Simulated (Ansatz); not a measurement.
# InP: the cost of one run

Program: Ansatz 0.2.0. Level of theory: DFT PBE, scalar-relativistic, plane waves, PAW. These are calculated values, not measurements.

2 further runs of the same task are left out: 2 set aside as unsound or not needed.

### Step 1. The structure to begin with

Symmetry: F-43m, No. 216, cubic system. The conventional cell has a = 5.960 Å, b = 5.960 Å, c = 5.960 Å, α = 90.00°, β = 90.00°, γ = 90.00°. In (site symmetry -43m) is surrounded by 4 P at 2.58 Å. P (site symmetry -43m) has 4 In at 2.58 Å as nearest neighbours.

Structure file:

```cif
data_structure
_symmetry_space_group_name_H-M 'F-43m'
_symmetry_Int_Tables_number 216
_cell_length_a 5.9598
_cell_length_b 5.9598
_cell_length_c 5.9598
_cell_angle_alpha 90.000
_cell_angle_beta 90.000
_cell_angle_gamma 90.000
_cell_volume 211.69
loop_
_atom_site_label
_atom_site_type_symbol
_atom_site_symmetry_multiplicity
_atom_site_Wyckoff_symbol
_atom_site_fract_x
_atom_site_fract_y
_atom_site_fract_z
_atom_site_occupancy
In1 In 4 a 0.00000 0.00000 0.00000 1
P1 P 4 d 0.25000 0.25000 0.75000 1
```

It goes back to an entry of the Materials Project.

It is the result of an earlier relaxation at this level (volume 26.46 Å³/atom; gap on the mesh: 0.44 eV).

The host's static dielectric tensor, from an earlier linear-response run, has a mean of 15.08.

### Step 2. The perfect supercell

File input.yaml:

```yaml
crystal:
  lattice:
    - [0.0, 5.9597880289, -5.9597880289]
    - [5.9597880289, 5.9597880289, 0.0]
    - [5.9597880289, 0.0, -5.9597880289]
  atoms:
    - { symbol: In, position: [0.5, 0.5, 0.0] }
    - { symbol: In, position: [0.5, 0.0, 0.0] }
    - { symbol: In, position: [1.0, 0.5, 0.0] }
    - { symbol: In, position: [1.0, 0.0, 0.0] }
    - { symbol: In, position: [0.5, 0.5, 0.5] }
    - { symbol: In, position: [0.5, 0.0, 0.5] }
    - { symbol: In, position: [1.0, 0.5, 0.5] }
    - { symbol: In, position: [1.0, 0.0, 0.5] }
    - { symbol: P, position: [0.375, 0.375, 0.375] }
    - { symbol: P, position: [0.375, 0.875, 0.375] }
    - { symbol: P, position: [0.875, 0.375, 0.375] }
    - { symbol: P, position: [0.875, 0.875, 0.375] }
    - { symbol: P, position: [0.375, 0.375, 0.875] }
    - { symbol: P, position: [0.375, 0.875, 0.875] }
    - { symbol: P, position: [0.875, 0.375, 0.875] }
    - { symbol: P, position: [0.875, 0.875, 0.875] }
basis:
  ecutwfc: 420
  xc_grid: 2
kpoints:
  mp_grid: { grid: [1, 1, 1], shift: [0.0, 0.0, 0.0] }
hamiltonian:
  xc: pbe
scf:
  occupations: { method: gaussian, width: 0.02 }
output:
  forces: true
  stress: true
  eigenvalues: true
```

Started as:

```bash
> ansatz run input.yaml --threads 4 --pin off --max-ram 8192MiB --backend cpu --events-out ev --progress --plain --runs-dir out
```

Q: Estimate wall time and peak memory on 4 threads of Arm Neoverse V1, shared host.

About 1.1 s, with a peak of 0.5 GiB.
